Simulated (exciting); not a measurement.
**Cr: single point with PBE**

Crystal: Cr.

```
Cr
1.0
    -1.48445    1.48445    1.48445
     1.48445   -1.48445    1.48445
     1.48445    1.48445   -1.48445
Cr
1
Direct
  0.00000 0.00000 0.00000
```

- Program: exciting (release sodium)
- Task: single point
- Functional: PBE
- Potentials or basis: all-electron LAPW+lo, shipped species files, valence relativity iora*
- rgkmax: 9
- k mesh: 12 × 12 × 12
- Occupations: fermi-dirac, width 0.05 eV
- Spin: collinear spin, ferromagnetic start

* Band gap on the k mesh: none (metal or under the smearing width)
* Net moment: 0.00 μB per cell
* All electrons inside the program's atomic spheres: Cr 21.76 (radii Cr 2.0 bohr)

Levels at points of the mesh, in eV from the Fermi level:
Spin up:
| k point | band 5 | band 6 | band 7 | band 8 | band 9 | band 10 |
| --- | --- | --- | --- | --- | --- | --- |
| (0.00, 0.00, 0.00) | -7.39 | -0.72 | -0.72 | -0.72 | 1.04 | 1.04 |
| (0.50, 0.00, 0.00) | -3.83 | -2.02 | 0.88 | 1.02 | 1.32 | 2.45 |
| (0.50, 0.50, 0.50) | -3.57 | -3.57 | 2.12 | 2.12 | 2.12 | 9.58 |
Spin down:
```
           k point  band 5  band 6  band 7  band 8  band 9  band 10
(0.00, 0.00, 0.00)   -7.39   -0.72   -0.72   -0.72    1.04     1.04
(0.50, 0.00, 0.00)   -3.83   -2.02    0.88    1.02    1.32     2.45
(0.50, 0.50, 0.50)   -3.57   -3.57    2.12    2.12    2.12     9.58
```

It took 65 s on 1 thread of Arm Neoverse V1, on a shared host, peak memory 0.11 GiB.

Caveat: the starting moments collapsed, and a magnetic state may lie lower; the log's total energy holds no entropy term; the free energy is that total less TS from the occupations.
